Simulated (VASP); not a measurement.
# CdSe (F-43m) in VASP: further runs, part 4 of 4

VASP 6.6.1. Earlier steps stand in the parts before.

## Step 7: G0W0 quasiparticle levels, PBE

Input file POSCAR:

```
CdSe
1.0
    0.0000000000      3.0702711986      3.0702711986
    3.0702711986      0.0000000000      3.0702711986
    3.0702711986      3.0702711986      0.0000000000
Cd Se
1 1
Direct
    0.0000000000      0.0000000000      0.0000000000
    0.2500000000      0.2500000000      0.2500000000
```

Input file INCAR.step1:

```
ALGO = Fast ; EDIFF = 1E-8
ENCUT = 500 ; GGA = PE
ISMEAR = 0 ; LASPH = T
LCHARG = F ; LREAL = F
LWAVE = T ; NELM = 80
PREC = Accurate ; SIGMA = 0.01
```

Input file INCAR.step2:

```
ALGO = Exact ; EDIFF = 1E-8
ENCUT = 500 ; GGA = PE
ISMEAR = 0 ; ISTART = 1
LASPH = T ; LCHARG = F
LOPTICS = T ; LREAL = F
LWAVE = T ; NBANDS = 203
NELM = 1 ; PREC = Accurate
SIGMA = 0.01
```

Input file INCAR.step3:

```
ALGO = EVGW0 ; EDIFF = 1E-8
ENCUT = 500 ; ENCUTGW = 100
GGA = PE ; ISMEAR = 0
ISTART = 1 ; LASPH = T
LCHARG = F ; LREAL = F
LWAVE = T ; NBANDS = 203
NBANDSGW = 17 ; NELMGW = 1
NOMEGA = 48 ; PREC = Accurate
PRECFOCK = Fast ; SIGMA = 0.01
```

Input file INCAR.step4:

```
ALGO = BSE ; ANTIRES = 0
EDIFF = 1E-8 ; ENCUT = 500
ENCUTGW = 100 ; GGA = PE
ISMEAR = 0 ; ISTART = 1
LASPH = T ; LCHARG = F
LREAL = F ; LWAVE = F
NBANDS = 203 ; NBANDSO = 3
NBANDSV = 4 ; NBSEEIG = 10
OMEGAMAX = 20 ; PREC = Accurate
PRECFOCK = Fast ; SIGMA = 0.01
```

Input file KPOINTS:

```
k-points
0
Gamma
  5 5 5
```

Potentials or basis: VASP PAW PBE potentials, release 64 (Cd_GW, Se_GW).

The run is started by

```bash
$ cat potpaw_PBE.64/Cd_GW/POTCAR potpaw_PBE.64/Se_GW/POTCAR > POTCAR
$ cp INCAR.step1 INCAR
$ mpirun -np 1 vasp_std > vasp.out
$ cp INCAR.step2 INCAR
$ mpirun -np 1 vasp_std > vasp.out
$ cp INCAR.step3 INCAR
$ mpirun -np 1 vasp_std > vasp.out
$ cp INCAR.step4 INCAR
$ mpirun -np 1 vasp_std > vasp.out
```

OUTCAR:

```text
EDIFF = 1E-8
   ENCUT = 500
   ENCUTGW = 100
   GGA = PE
   ISMEAR = 0
   ISTART = 1
   LASPH = T
   LREAL = F
   PREC = Accurate
   PRECFOCK = Fast

 ion  position               nearest neighbor table
   1  0.000  0.000  0.000-   2 2.66   2 2.66   2 2.66   2 2.66
   2  0.250  0.250  0.250-   1 2.66   1 2.66   1 2.66   1 2.66

  LATTYP: Found a face centered cubic cell.
 ALAT       =     6.1405423972

  Lattice vectors:

 A1 = (   0.0000000000,   3.0702711986,   3.0702711986)
 A2 = (   3.0702711986,   0.0000000000,   3.0702711986)
 A3 = (   3.0702711986,   3.0702711986,   0.0000000000)

Analysis of symmetry for initial positions (statically):
=====================================================================
 Subroutine PRICEL returns:
 Original cell was already a primitive cell.

 Routine SETGRP: Setting up the symmetry group for a
 face centered cubic supercell.

 Subroutine GETGRP returns: Found 24 space group operations
 (whereof 24 operations were pure point group operations)
 out of a pool of 48 trial point group operations.

The static configuration has the point symmetry T_d .

Analysis of symmetry for dynamics (positions and initial velocities):
=====================================================================
 Subroutine PRICEL returns:
 Original cell was already a primitive cell.

 Routine SETGRP: Setting up the symmetry group for a
 face centered cubic supercell.

 Subroutine GETGRP returns: Found 24 space group operations
 (whereof 24 operations were pure point group operations)
 out of a pool of 48 trial point group operations.

The dynamic configuration has the point symmetry T_d .

 Subroutine INISYM returns: Found 24 space group operations
 (whereof 24 operations are pure point group operations),
 and found     1 'primitive' translations

[... 47 lines left out ...]
 Found     10 irreducible k-points:

 Following reciprocal coordinates:
            Coordinates               Weight
  0.000000  0.000000  0.000000      1.000000
  0.200000  0.000000  0.000000      8.000000
  0.400000  0.000000  0.000000      8.000000
  0.200000  0.200000  0.000000      6.000000
  0.400000  0.200000  0.000000     24.000000
 -0.400000  0.200000  0.000000     24.000000
 -0.200000  0.200000  0.000000     12.000000
  0.400000  0.400000  0.000000      6.000000
 -0.400000  0.400000  0.000000     12.000000
 -0.400000  0.400000  0.200000     24.000000
   k-points           NKPTS =     10   k-points in BZ     NKDIM =    125   number of bands    NBANDS=    203
   number of dos      NEDOS =    301   number of ions     NIONS =      2
   total plane-waves  NPLWV =  32768
   dimension x,y,z NGX =    32 NGY =   32 NGZ =   32
   dimension x,y,z NGXF=    64 NGYF=   64 NGZF=   64
   ions per type =               1   1
   NGX,Y,Z   is equivalent  to a cutoff of  12.25, 12.25, 12.25 a.u.
   NGXF,Y,Z  is equivalent  to a cutoff of  24.50, 24.50, 24.50 a.u.
 SYSTEM =  unknown system
   PREC   = accura    normal or accurate (medium, high low for compatibility)
   ISTART =      1    job   : 0-new  1-cont  2-samecut
   ICHARG =      0    charge: 1-file 2-atom 10-const
   ISPIN  =      1    spin polarized calculation?
   LNONCOLLINEAR =      F non collinear calculations
   LSORBIT =      F    spin-orbit coupling
   LASPH  =      T    aspherical Exc in radial PAW
   ENCUT  =  500.0 eV  36.75 Ry    6.06 a.u.   7.92  7.92  7.92*2*pi/ulx,y,z
   NELM   =     60;   NELMIN=  2; NELMDL=  0     # of ELM steps
   EDIFF  = 0.1E-07   stopping-criterion for ELM
   LREAL  =      F    real-space projection
   EDIFFG = 0.1E-06   stopping-criterion for IOM
   NSW    =      0    number of steps for IOM
   IBRION =     -1    ionic relax: 0-MD 1-quasi-New 2-CG
   NFREE  =      0    steps in history (QN), initial steepest desc. (CG)
   ISIF   =      0    stress and relaxation
   ISYM   =      3    0-nonsym 1-usesym 2-fastsym
   POTIM  = 0.5000    time-step for ionic-motion
   TEBEG  =    0.0;   TEEND  =   0.0 temperature during run
   PSTRESS=    0.0 pullay stress
   NELECT =      18.0000    total number of electrons
   NUPDOWN=      -1.0000    fix difference up-down
   EMIN   =  10.00;   EMAX   =-10.00  energy-range for DOS
   EFERMI =   0.00;   METHOD = LEGACY
   ISMEAR =     0;   SIGMA  =   0.01  broadening in eV -4-tet -1-fermi 0-gaus
   EFERMI_NEDOS =   21; number of points for ismear=-14 and -15
   IALGO  =     38    algorithm
   IMIX   =      4    mixing-type and parameters
     AMIX     =   0.40;   BMIX     =  1.00
     AMIX_MAG =   1.60;   BMIX_MAG =  1.00
  volume/ion in A,a.u.               =      28.94       195.31
  Fermi-wavevector in a.u.,A,eV,Ry     =   1.109121  2.095935 16.737199  1.230149
  Thomas-Fermi vector in A             =   2.245657
   LORBIT       =      0    0 simple, 1 ext, 2 COOP (PROOUT), +10 PAW based schemes
   GGA     = PE    functional components
   LHFCALC =     T    Hartree Fock is set to
   PRECFOCK=fast      Normal, Fast or Accurate (Low or Medium for compatibility)
   ENCUT4O =  -1.0   cutoff for four orbital integrals eV
   NKREDX  =     1    reduce k-point grid by
   NKREDY  =     1    reduce k-point grid by
   NKREDZ  =     1    reduce k-point grid by
   AEXX    =    1.0000 exact exchange contribution
   HFSCREEN=    0.0000 screening length (either q_TF or 0.3 A-1)
   HFSCREENC=   0.0000 screening length for correlation (either q_TF or 0.3 A-1)
   ENCUTFOCK=  -1.0 apply spherical cutoff to Coloumb kernel
   IVDW    =     0    specifies the selected vdW correction
   LEPSILON=     F    determine dielectric tensor
   LRPA    =     F    only Hartree local field effects (RPA)
   LRPAFORCE           =     F    calculate RPA forces
   ENCUTGW             = 100.0    cutoff for response function in eV
   ENCUTGWSOFT         =  80.0    soft cutoff for Coulomb kernel in GW response function in eV
   ENCUTLF             =  -1.0    cutoff for local field effects
   NELMGW              =     1    number of iterations in solving QP/BSE equation
   NELMHF              =     1    number of iterations in the inner HF iteration
   NKREDLFX            =     1    NKREDLFY  =   1   NKREDLFZ  =   1
 non-spin polarized calculation
 Gauss-broadening in eV      SIGMA  =   0.01
  energy-cutoff  :      500.00
  volume of cell :       57.88
 maximum number of plane-waves:      1479
  NGX = 18; NGY = 18; NGZ = 18
   NGX = 15   NGY = 15   NGZ = 15
 maximum number of plane-waves:       137
 NGX is ok and might be reduce to    18

 BSE (scaLAPACK) attempting allocation of   0.036 Gbyte  rank=   1500

=======================================================================
```

OUTCAR.step1:

```text
EDIFF = 1E-8
   ENCUT = 500
   GGA = PE
   ISMEAR = 0
   LASPH = T
[... 365 lines left out ...]
 -----------------------------------------------------------------------------------
      0.00000      0.00000      0.00000        -0.000000     -0.000000     -0.000000
      1.53514      1.53514      1.53514         0.000000      0.000000      0.000000
 -----------------------------------------------------------------------------------
    total drift:                                0.000000      0.000000      0.000000

  FREE ENERGIE OF THE ION-ELECTRON SYSTEM (eV)
  ---------------------------------------------------
  free  energy   TOTEN  =        -5.5103524287 eV

  energy  without entropy=       -5.5103524287  energy(sigma->0) =       -5.51035243
```

Run time: 39 min. Hardware: 1 thread of AMD EPYC, shared host; peak memory 0.9 GiB.

Results:

```yaml
Band_gap_on_the_k_mesh_mean-field_level: 0.54 eV, direct
Quasiparticle_gap: 1.16 eV
Least_direct_quasiparticle_gap: 1.16 eV
```

Dielectric function (mean over the directions given):
```
energy (eV)  real part  imaginary part
       0.32      20.31            0.85
       0.96      43.93           29.23
       1.60      -2.15            2.48
       2.32       7.38            1.29
       2.96      -4.87           11.64
       3.68      -4.02           11.08
       4.32       4.78            5.29
       5.04      13.72           13.43
       5.69       0.27            5.03
       6.41       1.70            2.05
       7.05       1.53            6.36
       7.69       0.79            5.89
       8.41      -1.35            3.67
       9.05      -2.51            3.01
       9.77      -2.50            2.01
      10.41      -1.49            0.62
      11.13      -1.22            0.64
      11.77      -0.91            0.36
      12.49      -0.68            0.09
      13.13      -0.61            0.23
      13.77      -0.28            0.05
      14.49      -0.10            0.02
      15.14       0.03            0.02
      15.86       0.15            0.01
      16.50       0.23            0.01
      17.22       0.31            0.01
      17.86       0.37            0.01
      18.58       0.43            0.01
      19.22       0.47            0.01
      19.94       0.51            0.01
```

Lowest excitation energies (eV) and strengths:
| energy | strength |
| --- | --- |
| 1.076 | 136 |
| 1.076 | 136 |
| 1.076 | 136 |
| 2.859 | 45.5 |
| 2.859 | 45.5 |
| 2.859 | 45.5 |
| 2.922 | 0 |
| 2.922 | 0 |
| 2.922 | 0 |
| 2.932 | 0 |

Caveat: bands, screening cutoff and mesh are small and nothing is extrapolated, so the quasiparticle values aren't converged; spectra need much finer meshes, so this one isn't converged.

## Step 8: The reference run

An earlier run on the cell as given: functional PBEsol; potentials or basis VASP PAW PBE potentials, release 64 (Cd, Se); cutoff 520 eV; k mesh 8 × 8 × 8; occupations fermi-dirac, width 0.05 eV; no spin polarisation.

* Pressure: -1.1 GPa
* Band gap on the k mesh: 0.43 eV, direct

## Step 9: Summary

```csv
task,level,potentials or basis,spin,k mesh,cutoff (eV),smearing,ladder,cutoff of the response function,frequency points,empty bands,GW scheme,mesh quality,pressure (GPa)
band structure,PBE,"VASP PAW PBE potentials, release 64 (Cd, Se)","SOC, no magnetisation",6 × 6 × 6,520,gaussian 0.02 eV,free,-,-,-,-,not flagged,1.6
band structure,LDA,"VASP PAW LDA potentials, release 64 (Cd, Se)","SOC, no magnetisation",6 × 6 × 6,520,gaussian 0.02 eV,free,-,-,-,-,not flagged,-2.9
band structure,r2SCAN,"VASP PAW PBE potentials, release 64 (Cd, Se)","SOC, no magnetisation",6 × 6 × 6,520,gaussian 0.02 eV,free,-,-,-,-,not flagged,0.1
band structure,TB-mBJ,"VASP PAW PBE potentials, release 64 (Cd, Se)","SOC, no magnetisation",6 × 6 × 6,520,gaussian 0.02 eV,free,-,-,-,-,not flagged,-
RPA correlation energy,PBE,"VASP PAW PBE potentials, release 64 (Cd_GW, Se_GW)",off,4 × 4 × 4,350,gaussian 0.05 eV,-,200,8,-,-,coarse,-
G0W0 quasiparticle levels,PBE,"VASP PAW PBE potentials, release 64 (Cd_GW, Se_GW)",off,5 × 5 × 5,500,gaussian 0.01 eV,-,100,48,194,G0W0,not flagged,-
single point,PBEsol,"VASP PAW PBE potentials, release 64 (Cd, Se)",off,8 × 8 × 8,520,fermi-dirac 0.05 eV,free,-,-,-,-,not flagged,-1.1
```

Alike in all rows: cell as given.

Caveats: some runs use coarse meshes; the PAW data sets were made with another functional, which shifts forces and pressure a little (some runs); bands, screening cutoff and mesh are small and nothing is extrapolated, so the quasiparticle values aren't converged (some runs); spectra need much finer meshes, so this one isn't converged (some runs).

Absolute energies hang on the potentials; compare differences alone.
